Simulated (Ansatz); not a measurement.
# CrO2 (Fm-3m) in Ansatz: reference runs

Reference runs on CrO2: the cell as given and a disturbed copy, then over a range of volumes.

Program: Ansatz 0.2.0. These are calculated values, not measurements. Logs are shortened: lines on timing, memory, paths and dates and some standing lists are left out, and cuts for length are marked.

## (1) The crystal as given

The structure is cubic, space group Fm-3m (No. 225). The conventional cell has a = 4.766 Å, b = 4.766 Å, c = 4.766 Å, α = 90.00°, β = 90.00°, γ = 90.00°. Cr (site symmetry m-3m) is surrounded by 8 O at 2.06 Å. Around O (site symmetry -43m) lie 4 Cr at 2.06 Å.

Measurements of this composition are mostly on another form, of space group No. 136.

## (2) Single point, PBE, collinear spin, ferromagnetic start

The input, input.yaml:

```yaml
crystal:
  lattice:
    - [0.0, 2.383065, 2.383065]
    - [2.383065, 0.0, 2.383065]
    - [2.383065, 2.383065, 0.0]
  atoms:
    - { symbol: Cr, position: [0.0, 0.0, 0.0], spin: 3.0 }
    - { symbol: O, position: [0.25, 0.25, 0.25] }
    - { symbol: O, position: [0.75, 0.75, 0.75] }
hamiltonian:
  xc: pbe
  pseudopotentials: { kind: paw }
magnetization:
  spin_polarized: true
kpoints:
  mp_grid: { grid: [10, 10, 10] }
scf:
  occupations: { method: fermi_dirac, width: 0.05 }
output:
  forces: true
  stress: true
  eigenvalues: true
  write_density: true
  write_potential: true
  elf: true
  volumetric_format: npy
```

Potentials or basis: Ansatz PAW.

Launch:

```sh
$ ansatz run input.yaml --threads 2 --pin off --max-ram 5120MiB --backend cpu --events-out ev --progress --plain --runs-dir out
```

The program printed:

```text
Warning: RAYON_NUM_THREADS=2 ignored (pool sized by the plan → 2); use --threads N
Engine: ansatz 0.2.0, x86_64-unknown-linux-gnu
Pseudopotentials: kind: paw
Pseudopotential: Cr, paw, valence charge 14, recommended cutoff 420 eV (normal), Cr.paw.azcp
Pseudopotential: O, paw, valence charge 6, recommended cutoff 420 eV (normal), O.paw.azcp
Functional definition: PBE
  parameter kappa = 0.804
  parameter beta = 0.06672455060314922
  exchange = pbe_x(kappa = kappa, mu = beta*pi^2/3)
  correlation = pbe_c(beta = beta)
Crystal: 3 atoms, lattice volume = 27.067 Å³
Basis set: ecut = 420 eV, 531 PW (Γ), exchange–correlation on 48×48×48 points (8 copies of the dense FFT grid, shifted against one another)
Bands: 19, of which v1, the nominal top of the filled ones, is band 13 counted from 1 (12 counted from 0)
Symmetry: 48 space group operations
Space group: Fm-3m (ITA 225), of the structure as read, at distance tolerance 3.0e-5 Å
Magnetic group: BNS 225.116 (UNI 1618), of the structure as read, at distance tolerance 3.0e-5 Å
k-points: 47 of 1000
Non-local potential: Cr, projectors of the file, l = 0: 3, l = 1: 2, l = 2: 3, l = 3: 1
Non-local potential: O, projectors of the file, l = 0: 2, l = 1: 2, l = 2: 1
PAW form: soft (Blöchl's): semilocal exchange-correlation on the pseudo side does not see the compensation charge
PAW one-centre angular grid: Cr, 590 points (default); XC on 64 Gauss nodes
PAW one-centre angular grid: O, 110 points (default); XC on 64 Gauss nodes
Initial density: superposition of atomic densities (chi_scale 0.1, normalization cell, long waves kept (reshape's long-wave potential 0.00 eV rms))
Starting moments: Σ|m| = 3 μB on 1 of 3 sites
Initial wavefunctions: pseudopotential atomic-orbital guess
Functional: x = pbe(κ = 0.804, μ = 0.2195149727645171), c = pbe(β = 0.06672455060314922)
iter 1 solved again at ethr=2.46e-3 eV; its pass at ethr=3.10e-3 eV (dr2=6.40e-1 eV) is discarded
SCF iter   1: F=—  HF=-4512.269165 eV  |F-HF|=—  |Δ(HF+E_count)|=         —  Δρ=5.38e-2 (↑5.38e-2 ↓3.73e-2)  dr2=6.40e-1  dr2_m=3.24e-1  M=2.000 μB ∫|m|=2.457 μB  β_m=0.30  ethr=2.46e-3  ⟨swp⟩=1.0  Hψ=9286  notcnv=0
Mixer restart at iter 1: flushing history
preconditioner: auto → none  [insulator: Δε(μ)=0.473 eV  Ē_g=12.346 eV  σ=0.050 eV  W_gap=0.98  n_scr=14 (ndim 8)  ℏωp=30.3 eV  f_vac=0.000  D(μ)=0.01/eV (n_scr^D=0)  ε∞_Penn≈7.0]
SCF iter   2: F=—  HF=-4512.399185 eV  |F-HF|=—  |Δ(HF+E_count)|=   1.30e-1  Δρ=3.60e-2 (↑3.60e-2 ↓2.42e-2)  dr2=1.14e-1  dr2_m=1.52e-1  M=2.001 μB ∫|m|=2.532 μB  β_m=0.41  ethr=2.46e-3  ⟨swp⟩=3.0  Hψ=3004  notcnv=0
SCF iter   3: F=—  HF=-4512.105085 eV  |F-HF|=—  |Δ(HF+E_count)|=         —  Δρ=1.90e-2 (↑1.90e-2 ↓1.14e-2)  dr2=2.75e-2  dr2_m=4.18e-2  M=2.000 μB ∫|m|=2.600 μB  β_m=0.41  ethr=4.37e-4  ⟨swp⟩=2.1  Hψ=4006  notcnv=0  defer=31
Mixer restart at iter 3: flushing history
SCF iter   4: F=—  HF=-4512.253059 eV  |F-HF|=—  |Δ(HF+E_count)|=   1.48e-1  Δρ=1.36e-2 (↑1.36e-2 ↓9.25e-3)  dr2=6.21e-2  dr2_m=1.64e-2  M=2.000 μB ∫|m|=2.541 μB  β_m=0.58  ethr=1.06e-4  ⟨swp⟩=2.7  Hψ=3378  notcnv=0  defer=39
SCF iter   5: F=—  HF=-4512.466130 eV  |F-HF|=—  |Δ(HF+E_count)|=   2.13e-1  Δρ=6.14e-3 (↑6.14e-3 ↓3.71e-3)  dr2=3.71e-3  dr2_m=3.77e-3  M=2.000 μB ∫|m|=2.556 μB  β_m=0.66  ethr=1.06e-4  ⟨swp⟩=2.7  Hψ=3622  notcnv=0  defer=53
SCF iter   6: F=—  HF=-4512.523490 eV  |F-HF|=—  |Δ(HF+E_count)|=   5.74e-2  Δρ=2.04e-3 (↑2.04e-3 ↓1.43e-3)  dr2=2.51e-3  dr2_m=2.03e-4  M=2.000 μB ∫|m|=2.522 μB  β_m=0.70  ethr=1.43e-5  ⟨swp⟩=2.0  Hψ=4018  notcnv=0  defer=82
SCF iter   7: F=—  HF=-4512.524083 eV  |F-HF|=—  |Δ(HF+E_count)|=   5.93e-4  Δρ=6.18e-4 (↑6.18e-4 ↓2.02e-4)  dr2=6.86e-5  dr2_m=2.43e-5  M=2.000 μB ∫|m|=2.525 μB  β_m=0.67  ethr=9.66e-6  ⟨swp⟩=2.1  Hψ=3297  notcnv=0  defer=82
SCF iter   8: F=—  HF=-4512.524574 eV  |F-HF|=—  |Δ(HF+E_count)|=   4.91e-4  Δρ=1.93e-4 (↑1.93e-4 ↓8.74e-5)  dr2=4.63e-6  dr2_m=4.52e-6  M=2.000 μB ∫|m|=2.522 μB  β_m=0.84  ethr=2.64e-7  ⟨swp⟩=2.0  Hψ=2950  notcnv=0  defer=82
SCF iter   9: F=—  HF=-4512.524578 eV  |F-HF|=—  |Δ(HF+E_count)|=   4.36e-6  Δρ=2.73e-5 (↑2.73e-5 ↓2.22e-5)  dr2=3.33e-8  dr2_m=1.34e-7  M=2.000 μB ∫|m|=2.521 μB  β_m=0.92  ethr=1.78e-8  ⟨swp⟩=2.3  Hψ=2780  notcnv=0  defer=82
SCF iter  10: F=—  HF=-4512.524578 eV  |F-HF|=—  |Δ(HF+E_count)|=   3.34e-8  Δρ=3.03e-6 (↑3.03e-6 ↓1.43e-6)  dr2=6.65e-10  dr2_m=1.13e-9  M=2.000 μB ∫|m|=2.521 μB  β_m=0.94  ethr=1.28e-10  ⟨swp⟩=2.2  Hψ=2810  notcnv=0  defer=82
SCF iter  11: F=-4512.524578 eV  HF=-4512.524578 eV  |F-HF|=3.82e-11  |Δ(HF+E_count)|=  5.73e-11  Δρ=2.51e-7 (↑2.51e-7 ↓2.39e-7)  dr2=5.46e-11  dr2_m=2.03e-12  M=2.000 μB ∫|m|=2.521 μB  ethr=2.56e-12  ⟨swp⟩=6.2  Hψ=8751  notcnv=0
SCF 1 converged in 11 iterations: F = -4512.524578 eV  dr2 = 5.46e-11
SCF converged after 11 iterations
Magnetization: 2.0000 μB (14.0000 up, 12.0000 down)
Absolute magnetization: 2.5207 μB (∫|ρ↑−ρ↓|, with the PAW one-centre terms)
Spin contamination: 0.0635 ħ² per cell (⟨S²⟩ above its minimum at these occupations)
Per-site moments (μB) at R_I (Å): [(1.9152662053165637, 0.8513153669086948), (-0.12218177447443951, 0.8513153669086948), (-0.12218177447443924, 0.8513153669086948)]
Free energy (F): -4512.524578 eV
Harris-Foulkes:  -4512.524578 eV  (|F-HF|=3.82e-11)
Internal energy: -4512.524493 eV  (E = F + TS)
E sigma→0 (E₀):  -4512.524536 eV
Entropy (-TS):   -0.000085 eV (-0.028 meV/atom)
Fermi energy:    12.075703 eV
--- Per-component energies (eV) ---
  E_band       = -217.879746
  E_kinetic    = 686.825810
  E_local      = -1985.124140  (includes V_loc(G=0)·N_el)
  E_nonlocal   = 172.695711
  E_hartree    = 788.469778
  E_xc         = -285.722048
  E_vxc        = -364.464861  (∫ρ·V_xc dr)
  E_paw        = -1507.945381  (= ΣΔE_a)
  E_vpaw       = -304.756680  (= ΣTr[D̂ρ^β])
  E_aug_tail   = 0.005063  (compensation charges beyond the density's cutoff)
  E_ewald      = -2381.729287
  E_smearing   = -0.000085  (= −TS)
  E_closure    = 0.000000  (closes the sum)
  Σ components = -4512.524578   (vs F -4512.524578, Δ=0.00e0)
--- Forces (eV/Å), atoms counted from 1 ---
  atom   1  Cr    -0.00000000     0.00000000     0.00000000
  atom   2  O      0.00000000    -0.00000000     0.00000000
  atom   3  O     -0.00000000    -0.00000000    -0.00000000
  max |Σ_I F_I| component: 4.16e-17 eV/Å
--- Stress (GPa, compression-positive) ---
       -8.565353      -0.000000      -0.000000
       -0.000000      -8.565353       0.000000
       -0.000000      -0.000000      -8.565353
  P = ⅓ Tr σ = -8.5654 GPa (-85.654 kbar)
--- Band table (eV; the first three rows and the last of 94) ---
  k-point 0 ↑: bands = ["-61.5090", "-32.7669", "-32.7669", "-32.7669", "-8.2106", "-4.0040", "5.6051", "5.6051", "5.6051", "10.2354", "10.2354", "10.8814", "10.8814", "10.8814", "14.7860", "14.7860", "14.7860", "19.0912", "24.9437"]
  k-point 1 ↑: bands = ["-61.5085", "-32.7732", "-32.7678", "-32.7678", "-8.1004", "-4.1508", "5.6901", "5.6901", "5.8591", "9.9065", "9.9065", "10.5511", "11.1090", "11.1090", "14.5434", "14.7146", "14.7146", "19.4781", "24.8174"]
  k-point 2 ↑: bands = ["-61.5071", "-32.7897", "-32.7701", "-32.7701", "-7.7881", "-4.5319", "5.9215", "5.9215", "6.5197", "9.4312", "9.4312", "9.7873", "11.2716", "11.2716", "13.8885", "14.5743", "14.5743", "20.4624", "24.5866"]
  k-point 46 ↓: bands = ["-59.1583", "-30.5308", "-30.5140", "-30.4954", "-6.2689", "-6.0407", "5.1248", "5.8175", "7.7354", "8.6264", "9.6660", "11.4306", "13.7933", "13.9698", "13.9940", "14.3140", "15.1428", "23.7665", "26.4523"]
```

Run time: 2.5 s. Hardware: 2 threads of Intel Xeon 6975P-C (Granite Rapids), shared host; peak memory 0.37 GiB.

Results:

```
Free energy            : -4512.5246 eV
Pressure               : -8.6 GPa
Band gap on the k mesh : 0.41 eV, indirect (least direct gap 0.42 eV)
Net moment             : 2.00 μB per cell
Absolute moment        : 2.52 μB per cell
Site moments           : Cr +1.92; O -0.12 μB
```

Caveat: the pressure holds a Pulay correction of +0.9 GPa for the finite cutoff; a cell with one magnetic atom can't hold antiferromagnetic order, which such compounds often take. PBE gaps usually lie below the measured ones, often by a third to a half.

## (3) Single point, PBE, collinear spin, ferromagnetic start (atoms moved at random, drawn with an rms of 0.05 Å)

The input, input.yaml:

```yaml
crystal:
  lattice:
    - [0.0, 2.383065, 2.383065]
    - [2.383065, 0.0, 2.383065]
    - [2.383065, 2.383065, 0.0]
  atoms:
    - { symbol: Cr, position: [-0.004111, 0.006133, 0.006852], spin: 3.0 }
    - { symbol: O, position: [0.247101, 0.240246, 0.258372] }
    - { symbol: O, position: [0.756718, 0.739346, 0.755098] }
hamiltonian:
  xc: pbe
  pseudopotentials: { kind: paw }
magnetization:
  spin_polarized: true
kpoints:
  mp_grid: { grid: [10, 10, 10] }
scf:
  occupations: { method: fermi_dirac, width: 0.05 }
output:
  forces: true
  stress: true
  eigenvalues: true
```

Potentials or basis: Ansatz PAW.

Launch:

```sh
$ ansatz run input.yaml --threads 2 --pin off --max-ram 5120MiB --backend cpu --events-out ev --progress --plain --runs-dir out
```

The program printed:

```text
Warning: RAYON_NUM_THREADS=2 ignored (pool sized by the plan → 2); use --threads N
[... 9 set-up lines as earlier in the session ...]
Crystal: 3 atoms, lattice volume = 27.067 Å³
Basis set: ecut = 420 eV, 531 PW (Γ), exchange–correlation on 48×48×48 points (8 copies of the dense FFT grid, shifted against one another)
Bands: 19, of which v1, the nominal top of the filled ones, is band 13 counted from 1 (12 counted from 0)
Symmetry: 1 space group operations
Space group: P1 (ITA 1), of the structure as read, at distance tolerance 3.0e-5 Å
Magnetic group: BNS 1.1 (UNI 1), of the structure as read, at distance tolerance 3.0e-5 Å
k-points: 504 of 1000 (time reversal used)
[... 6 set-up lines as earlier in the session ...]
Starting moments: Σ|m| = 3 μB on 1 of 3 sites
[... 2 set-up lines as earlier in the session ...]
iter 1 solved again at ethr=2.49e-3 eV; its pass at ethr=3.10e-3 eV (dr2=6.46e-1 eV) is discarded
SCF iter   1: F=—  HF=-4512.266987 eV  |F-HF|=—  |Δ(HF+E_count)|=         —  Δρ=5.39e-2 (↑5.39e-2 ↓3.73e-2)  dr2=6.47e-1  dr2_m=3.24e-1  M=2.000 μB ∫|m|=2.453 μB  β_m=0.30  ethr=2.49e-3  ⟨swp⟩=1.0  Hψ=99398  notcnv=0
Mixer restart at iter 1: flushing history
[... 9 lines left out ...]
SCF iter   9: F=—  HF=-4512.512131 eV  |F-HF|=—  |Δ(HF+E_count)|=   9.72e-6  Δρ=8.35e-5 (↑8.35e-5 ↓2.39e-5)  dr2=2.83e-6  dr2_m=2.42e-7  M=2.000 μB ∫|m|=2.519 μB  β_m=0.87  ethr=5.39e-9  ⟨swp⟩=2.0  Hψ=32304  notcnv=0  defer=806
SCF iter  10: F=—  HF=-4512.512132 eV  |F-HF|=—  |Δ(HF+E_count)|=   3.97e-7  Δρ=1.25e-5 (↑1.25e-5 ↓6.76e-6)  dr2=6.65e-8  dr2_m=6.82e-9  M=2.000 μB ∫|m|=2.518 μB  β_m=0.71  ethr=5.39e-9  ⟨swp⟩=2.2  Hψ=29652  notcnv=0  defer=806
SCF iter  11: F=-4512.512132 eV  HF=-4512.512132 eV  |F-HF|=5.18e-9  |Δ(HF+E_count)|=   3.33e-9  Δρ=3.28e-6 (↑3.28e-6 ↓2.75e-6)  dr2=6.48e-9  dr2_m=4.76e-10  M=2.000 μB ∫|m|=2.518 μB  ethr=2.56e-10  ⟨swp⟩=3.9  Hψ=70112  notcnv=0
SCF 1 converged in 11 iterations: F = -4512.512132 eV  dr2 = 6.48e-9
SCF converged after 11 iterations
Magnetization: 2.0000 μB (14.0000 up, 12.0000 down)
Absolute magnetization: 2.5185 μB (∫|ρ↑−ρ↓|, with the PAW one-centre terms)
Spin contamination: 0.0640 ħ² per cell (⟨S²⟩ above its minimum at these occupations)
Per-site moments (μB) at R_I (Å): [(1.8878568469428165, 0.8323105163591253), (-0.12182400127040915, 0.8364979512572606), (-0.1218627186808368, 0.8323105163591253)]
Free energy (F): -4512.512132 eV
Harris-Foulkes:  -4512.512132 eV  (|F-HF|=5.18e-9)
Internal energy: -4512.512069 eV  (E = F + TS)
E sigma→0 (E₀):  -4512.512100 eV
Entropy (-TS):   -0.000063 eV (-0.021 meV/atom)
Fermi energy:    12.068450 eV
--- Per-component energies (eV) ---
  E_band       = -217.883835
  E_kinetic    = 686.900558
  E_local      = -1986.208054  (includes V_loc(G=0)·N_el)
  E_nonlocal   = 172.737403
  E_hartree    = 788.984102
  E_xc         = -285.731958
  E_vxc        = -364.478403  (∫ρ·V_xc dr)
  E_paw        = -1507.978116  (= ΣΔE_a)
  E_vpaw       = -304.809111  (= ΣTr[D̂ρ^β])
  E_aug_tail   = 0.005086  (compensation charges beyond the density's cutoff)
  E_ewald      = -2381.221091
  E_smearing   = -0.000063  (= −TS)
  E_closure    = 0.000000  (closes the sum)
  Σ components = -4512.512132   (vs F -4512.512132, Δ=0.00e0)
--- Forces (eV/Å), atoms counted from 1 ---
  atom   1  Cr    -0.30586354     0.09977338    -0.19878057
  atom   2  O      0.06107398     0.09998161     0.28087983
  atom   3  O      0.24478937    -0.19975778    -0.08209748
  max |Σ_I F_I| component: 2.80e-6 eV/Å
--- Stress (GPa, compression-positive) ---
       -8.218473       0.433812       0.641837
        0.433811      -8.259426      -0.350429
        0.641837      -0.350429      -8.215327
  P = ⅓ Tr σ = -8.2311 GPa (-82.311 kbar)
--- Band table (eV; the first three rows and the last of 1008) ---
  k-point 0 ↑: bands = ["-61.5043", "-32.7643", "-32.7627", "-32.7621", "-8.2134", "-4.0132", "5.5775", "5.5944", "5.6460", "10.1377", "10.2023", "10.8788", "10.9158", "10.9881", "14.7368", "14.8012", "14.8230", "19.0838", "24.9455"]
  k-point 1 ↑: bands = ["-61.5038", "-32.7690", "-32.7646", "-32.7635", "-8.1029", "-4.1598", "5.6543", "5.7156", "5.8745", "9.8392", "9.8835", "10.5748", "11.1322", "11.1580", "14.5260", "14.6786", "14.7692", "19.4714", "24.7874"]
  k-point 2 ↑: bands = ["-61.5025", "-32.7855", "-32.7671", "-32.7659", "-7.7895", "-4.5405", "5.8951", "5.9444", "6.5361", "9.3639", "9.4120", "9.8157", "11.2752", "11.3235", "13.8811", "14.5282", "14.6244", "20.4552", "24.5559"]
  k-point 503 ↓: bands = ["-59.1566", "-30.5535", "-30.4811", "-30.4650", "-6.5162", "-6.1612", "6.9663", "7.0266", "8.0484", "8.2628", "8.7841", "8.9200", "13.3181", "13.3267", "13.7290", "15.7159", "15.7577", "22.5183", "25.5709"]
```

It took 29 s on 2 threads of Intel Xeon 6975P-C (Granite Rapids), shared host; peak memory 0.79 GiB.

Results:

```yaml
Free_energy: -4512.5121 eV
Pressure: -8.2 GPa
Largest_force: 0.378 eV/Å
Band_gap_on_the_k_mesh: 0.40 eV, indirect (least direct gap 0.44 eV)
Net_moment: 2.00 μB per cell
Absolute_moment: 2.52 μB per cell
Site_moments: Cr +1.89; O -0.12 μB
```

Forces on the atoms (eV/Å):
```
Cr  -0.306  0.100 -0.199
O    0.061  0.100  0.281
O    0.245 -0.200 -0.082
```

Stress tensor (GPa, compression positive):
```
-8.22  0.43  0.64
 0.43 -8.26 -0.35
 0.64 -0.35 -8.22
```

Caveat: the pressure holds a Pulay correction of +0.9 GPa for the finite cutoff; a cell with one magnetic atom can't hold antiferromagnetic order, which such compounds often take. A k mesh can miss the band edges.

(Part 1 of 2 ends here.)
